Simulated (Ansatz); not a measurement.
## CdTe: what the electron mass says about interband coupling

These are results of Ansatz, DFT PBE, scalar-relativistic, plane waves, PAW, not measurements.

Settings: cutoff 420 eV, Γ-centred mesh 10×10×10 on the computed 2-atom cell, Gaussian smearing of 0.02 eV; no spin polarisation.

Relaxed cell: F-43m, a = 6.617 Å, b = 6.617 Å, c = 6.617 Å, α = 90.00°, β = 90.00°, γ = 90.00°, 2 atoms in the primitive cell.

The direct gap at Γ is 0.587 eV, and at Γ the conduction band has a mass of 0.0547 mₑ and the lightest hole 0.0555 mₑ, both along x.

**Question.** Use two-band k·p theory to get the Kane energy. As an exercise, what mass follows if the true gap is 1.5 times the computed one (semilocal functionals can miss by more, threefold or worse in zinc and cadmium oxides)?

**Answer.** Coupling to the valence top alone gives mₑ/m* = 1 + E_P/E_g, so E_P = E_g (mₑ/m* − 1) = 0.587 × (18.28 − 1) = 10.1 eV. The light hole is the mirror band, mₑ/mₗₕ = E_P/E_g − 1, and gives 11.2 eV; the spread shows what other bands add. Fits to experiment give about 15 to 31 eV for common tetrahedral semiconductors; the figure from the electron is a net one, lowered by higher conduction bands, and semilocal functionals tend to give less. The masses are differences over ±0.02 1/Å, where the band is already less curved, so E_P is about 4 % low. With E_P fixed and E_g = 0.88 eV the mass becomes 0.0799 mₑ: in this model the mass grows with the gap, in proportion where E_P ≫ E_g, which is why functionals that close gaps give light electrons. A correction that opens the gap also strengthens the coupling, so the true mass usually rises less. Remote bands and spin-orbit splitting are left out of the model.

Spin-orbit coupling is left out, which matters for the bands of heavy elements.

The nearly equal electron and light-hole masses, 0.0547 and 0.0555 mₑ, are what strong coupling across a small direct gap produces. The conduction minimum is an antibonding s state with much cation character, while the valence top is mainly Te 5p. Along x, the momentum operator links the s state to the p orbital pointing the same way, so these two bands repel and curve in opposite directions. The other two p bands lack this coupling and stay heavier.

The computed gap of 0.587 eV is far below the known gap of CdTe, by more than the factor assumed in the exercise. The semilocal functional is the main cause, probably helped by Cd 4d states lying too high and pushing the Te p states upward. Spin-orbit coupling would not repair this: it raises the valence top and narrows the gap further, while mixing the p orbitals so that the light hole no longer mirrors the electron as closely. The near-symmetry of the masses therefore supports the two-band picture for the scalar-relativistic bands, not equal carrier masses in real CdTe.
